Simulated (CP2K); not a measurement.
# CdSe (Fm-3m) in CP2K: notebook, part 2 of 3

CP2K 2026.2. Earlier steps stand in the parts before.

### Step 3. Band structure, PBE

cdse_bands.inp

```
&GLOBAL
  PROJECT cdse_bands
  RUN_TYPE ENERGY_FORCE
  PRINT_LEVEL LOW
&END GLOBAL
&FORCE_EVAL
  METHOD QS
  STRESS_TENSOR ANALYTICAL
  &DFT
    BASIS_SET_FILE_NAME BASIS_MOLOPT_UZH
    POTENTIAL_FILE_NAME POTENTIAL_UZH
    &MGRID
      CUTOFF 450
      REL_CUTOFF 60
      NGRIDS 4
    &END MGRID
    &QS
      METHOD GPW
      EPS_DEFAULT 1.0E-9
    &END QS
    &KPOINTS
      SCHEME MONKHORST-PACK 8 8 8
      GAMMA_CENTERED T
      SYMMETRY T
      SYMMETRY_BACKEND SPGLIB
    &END KPOINTS
    &SCF
      SCF_GUESS ATOMIC
      EPS_SCF 1.0E-6
      MAX_SCF 100
      ADDED_MOS 10
      CHOLESKY OFF
      EPS_EIGVAL 1.0E-7
      &DIAGONALIZATION ON
        ALGORITHM STANDARD
      &END DIAGONALIZATION
      &MIXING ON
        METHOD BROYDEN_MIXING
        ALPHA 0.4
        BETA 1.5
        NBUFFER 8
      &END MIXING
      &SMEAR ON
        METHOD FERMI_DIRAC
        ELECTRONIC_TEMPERATURE [K] 116.045
      &END SMEAR
    &END SCF
    &XC
      &XC_FUNCTIONAL
        &GGA_X_PBE
        &END GGA_X_PBE
        &GGA_C_PBE
        &END GGA_C_PBE
      &END XC_FUNCTIONAL
    &END XC
    &PRINT
      &KPOINTS ON
      &END KPOINTS
      &MULLIKEN ON
      &END MULLIKEN
      &MO ON
        ENERGIES T
        OCCUPATION_NUMBERS T
        &EACH
          QS_SCF 0
        &END EACH
        ADD_LAST NUMERIC
      &END MO
      &LOWDIN ON
      &END LOWDIN
      &HIRSHFELD ON
        SHAPE_FUNCTION DENSITY
      &END HIRSHFELD
      &BAND_STRUCTURE
        FILE_NAME bands.bs
        ADDED_MOS 4
        &KPOINT_SET
          UNITS B_VECTOR
          NPOINTS 10
          SPECIAL_POINT GAMMA 0.00000000 0.00000000 0.00000000
          SPECIAL_POINT X 0.50000000 0.00000000 0.50000000
          SPECIAL_POINT W 0.50000000 0.25000000 0.75000000
          SPECIAL_POINT K 0.37500000 0.37500000 0.75000000
          SPECIAL_POINT GAMMA 0.00000000 0.00000000 0.00000000
          SPECIAL_POINT L 0.50000000 0.50000000 0.50000000
          SPECIAL_POINT U 0.62500000 0.25000000 0.62500000
          SPECIAL_POINT W 0.50000000 0.25000000 0.75000000
          SPECIAL_POINT L 0.50000000 0.50000000 0.50000000
          SPECIAL_POINT K 0.37500000 0.37500000 0.75000000
        &END KPOINT_SET
        &KPOINT_SET
          UNITS B_VECTOR
          NPOINTS 10
          SPECIAL_POINT U 0.62500000 0.25000000 0.62500000
          SPECIAL_POINT X 0.50000000 0.00000000 0.50000000
        &END KPOINT_SET
      &END BAND_STRUCTURE
    &END PRINT
  &END DFT
  &SUBSYS
    &CELL
      ABC 4.0643903813 4.0643903813 4.0643903813
      ALPHA_BETA_GAMMA 60.0000000001 60.0000000008 60.0000000006
      PERIODIC XYZ
    &END CELL
    &COORD
      SCALED
      Cd  0.0000000000 0.0000000000 0.0000000000
      Se  0.5000000000 0.5000000000 0.5000000000
    &END COORD
    &KIND Cd
      BASIS_SET TZVP-MOLOPT-PBE-GTH-q12
      POTENTIAL GTH-PBE-q12
    &END KIND
    &KIND Se
      BASIS_SET TZVP-MOLOPT-PBE-GTH-q6
      POTENTIAL GTH-PBE-q6
    &END KIND
    &PRINT
      &ATOMIC_COORDINATES ON
      &END ATOMIC_COORDINATES
      &CELL ON
      &END CELL
    &END PRINT
  &END SUBSYS
  &PRINT
    &FORCES ON
    &END FORCES
    &STRESS_TENSOR ON
    &END STRESS_TENSOR
  &END PRINT
&END FORCE_EVAL
```

Potentials or basis: POTENTIAL_UZH Cd GTH-PBE-q12, Se GTH-PBE-q6; TZVP-MOLOPT-PBE-GTH basis.

Launch:

```sh
$ OMP_NUM_THREADS=1 cp2k.psmp -i cdse_bands.inp -o cdse_bands.out
```

cdse_bands.out:

```text

 CP2K| version string:                                       CP2K version 2026.2
 CP2K| Input file name                                            cdse_bands.inp

 GLOBAL| Force Environment number                                              1
 GLOBAL| Basis set file name                                    BASIS_MOLOPT_UZH
 GLOBAL| Potential file name                                       POTENTIAL_UZH
 GLOBAL| MM Potential file name                                     MM_POTENTIAL
 GLOBAL| Coordinate file name                                      __STD_INPUT__
 GLOBAL| Method name                                                        CP2K
 GLOBAL| Project name                                                 cdse_bands
 GLOBAL| Run type                                                   ENERGY_FORCE
 GLOBAL| FFT library                                                       FFTW3
[... 8 lines left out ...]
 GLOBAL| CPU model name                                                  UNKNOWN

 CELL| Volume [angstrom^3]:                                            47.475686
 CELL| Vector a [angstrom]:       4.064     0.000     0.000   |a| =     4.064390
 CELL| Vector b [angstrom]:       2.032     3.520     0.000   |b| =     4.064390
 CELL| Vector c [angstrom]:       2.032     1.173     3.319   |c| =     4.064390
 CELL| Angle (b,c), alpha [degree]:                                    60.000000
 CELL| Angle (a,c), beta  [degree]:                                    60.000000
 CELL| Angle (a,b), gamma [degree]:                                    60.000000
 CELL| Numerically orthorhombic:                                              NO
 CELL| Periodicity                                                           XYZ

 CELL_REF| Volume [angstrom^3]:                                        47.475686
 CELL_REF| Vector a [angstrom     4.064     0.000     0.000   |a| =     4.064390
 CELL_REF| Vector b [angstrom     2.032     3.520     0.000   |b| =     4.064390
 CELL_REF| Vector c [angstrom     2.032     1.173     3.319   |c| =     4.064390
 CELL_REF| Angle (b,c), alpha [degree]:                                60.000000
 CELL_REF| Angle (a,c), beta  [degree]:                                60.000000
 CELL_REF| Angle (a,b), gamma [degree]:                                60.000000
 CELL_REF| Numerically orthorhombic:                                          NO
 CELL_REF| Periodicity                                                       XYZ
[... 10 lines left out ...]

  Total number of            - Atomic kinds:                                   2
                             - Atoms:                                          2
                             - Shell sets:                                     2
                             - Shells:                                        17
                             - Primitive Cartesian functions:                  9
[... 498 lines left out ...]

 !-----------------------------------------------------------------------------!
                           Hirshfeld Charges

  #Atom  Element  Kind  Ref Charge     Population                    Net charge
      1       Cd     1      12.000         11.715                         0.285
      2       Se     2       6.000          6.285                        -0.285

  Total Charge                                                           -0.000
 !-----------------------------------------------------------------------------!

 LOWDIN POPULATION ANALYSIS

 #  Atom  Element  Kind  Atomic population                           Net charge
       1     Cd       1         13.312946                             -1.312946
       2     Se       2          4.687054                              1.312946
 # Total charge                             18.000000                  0.000000

 KPOINTS| Band Structure Calculation
 KPOINTS| Number of k-point sets                                               2
 KPOINTS| Number of added MOs/bands                                            4
 KPOINTS| Number of k-points in set    1                                      91
 KPOINTS| In units of b-vector [2pi/Bohr]
 KPOINTS| Special point     1       GAMMA     0.000000     0.000000     0.000000
 KPOINTS| Special point     2           X     0.500000     0.000000     0.500000
 KPOINTS| Special point     3           W     0.500000     0.250000     0.750000
 KPOINTS| Special point     4           K     0.375000     0.375000     0.750000
 KPOINTS| Special point     5       GAMMA     0.000000     0.000000     0.000000
 KPOINTS| Special point     6           L     0.500000     0.500000     0.500000
 KPOINTS| Special point     7           U     0.625000     0.250000     0.625000
 KPOINTS| Special point     8           W     0.500000     0.250000     0.750000
 KPOINTS| Special point     9           L     0.500000     0.500000     0.500000
 KPOINTS| Special point    10           K     0.375000     0.375000     0.750000
 KPOINTS| Number of k-points in set    2                                      11
 KPOINTS| In units of b-vector [2pi/Bohr]
 KPOINTS| Special point     1           U     0.625000     0.250000     0.625000
 KPOINTS| Special point     2           X     0.500000     0.000000     0.500000

 ENERGY| Total FORCE_EVAL ( QS ) energy [hartree]            -55.533517150739556

 FORCES| Atomic forces [hartree/bohr]
 FORCES|   Atom     x               y               z               |f|
 FORCES|      1 -9.42399768E-15 -9.02390521E-15  6.24997285E-16   1.30626651E-14
 FORCES|      2 -7.67397969E-14 -6.74170781E-14 -3.20316643E-14   1.07051793E-13
 FORCES| Sum    -8.61637946E-14 -7.64409833E-14 -3.14066670E-14
 FORCES| Total atomic force                                       1.19389288E-13

 STRESS| Analytical stress tensor [bar]
 STRESS|                        x                   y                   z
 STRESS|      x        1.00158337742E+03  -7.69236064608E-01  -5.43190234076E-01
 STRESS|      y       -7.69236064608E-01   1.00174570894E+03  -1.16844429952E-01
 STRESS|      z       -5.43190234076E-01  -1.16844429952E-01   1.00103342789E+03
 STRESS| 1/3 Trace                                             1.00145417142E+03
 STRESS| Determinant                                           1.00436781992E+09

 STRESS| Eigenvectors and eigenvalues of the analytical stress tensor [bar]
 STRESS|                        1                   2                   3
 STRESS| Eigenvalues   1.00045822548E+03   1.00140821622E+03   1.00249607256E+03
 STRESS|      x           0.612766665819     -0.368245181526     -0.699222782483
 STRESS|      y           0.426489945682     -0.590785764054      0.684893062619
 STRESS|      z           0.665299435964      0.717891124944      0.204960955386
```

Run time: 26 s. Hardware: 1 thread of Arm Neoverse V1, shared host; peak memory 0.3 GiB.

Results:

```
Free energy            : -1511.1439 eV
Pressure               : 0.1 GPa
Band gap on the k mesh : none (metal or under the smearing width)
Mulliken charges       : Cd +0.28; Se -0.28 e
Hirshfeld charges      : Cd +0.28; Se -0.28 e
```

Levels at the corners of the path, in eV from the Fermi level:
| point | band 5 | band 6 | band 7 | band 8 | band 9 | band 10 | band 11 | band 12 | band 13 | band 14 |
| --- | --- | --- | --- | --- | --- | --- | --- | --- | --- | --- |
| Γ | -7.95 | -7.95 | -0.63 | -0.63 | -0.63 | 0.06 | 8.73 | 8.73 | 8.73 | 10.57 |
| X | -7.76 | -7.29 | -4.10 | -2.06 | -2.06 | -0.47 | 5.51 | 9.87 | 10.76 | 10.76 |
| W | -7.76 | -7.43 | -3.16 | -3.16 | -3.04 | 2.91 | 5.96 | 7.44 | 7.44 | 12.50 |
| K | -7.79 | -7.49 | -3.60 | -3.57 | -1.40 | 1.47 | 6.26 | 8.38 | 8.60 | 9.76 |
| Γ | -7.95 | -7.95 | -0.63 | -0.63 | -0.63 | 0.06 | 8.73 | 8.73 | 8.73 | 10.57 |
| L | -7.81 | -7.81 | -4.95 | -0.05 | -0.05 | 3.09 | 5.46 | 5.46 | 5.97 | 11.44 |
| U | -7.79 | -7.49 | -3.60 | -3.57 | -1.40 | 1.47 | 6.26 | 8.38 | 8.60 | 9.76 |
| W | -7.76 | -7.43 | -3.16 | -3.16 | -3.04 | 2.91 | 5.96 | 7.44 | 7.44 | 12.50 |
| L | -7.81 | -7.81 | -4.95 | -0.05 | -0.05 | 3.09 | 5.46 | 5.46 | 5.97 | 11.44 |
| K | -7.79 | -7.49 | -3.60 | -3.57 | -1.40 | 1.47 | 6.26 | 8.38 | 8.60 | 9.76 |
| U | -7.79 | -7.49 | -3.60 | -3.57 | -1.40 | 1.47 | 6.26 | 8.38 | 8.60 | 9.76 |
| X | -7.76 | -7.29 | -4.10 | -2.06 | -2.06 | -0.47 | 5.51 | 9.87 | 10.76 | 10.76 |

Caveat: Mulliken charges move with the basis; the basis of atomic orbitals isn't converged, which shifts pressures, moduli and gaps.

[end of part 2 of 3]
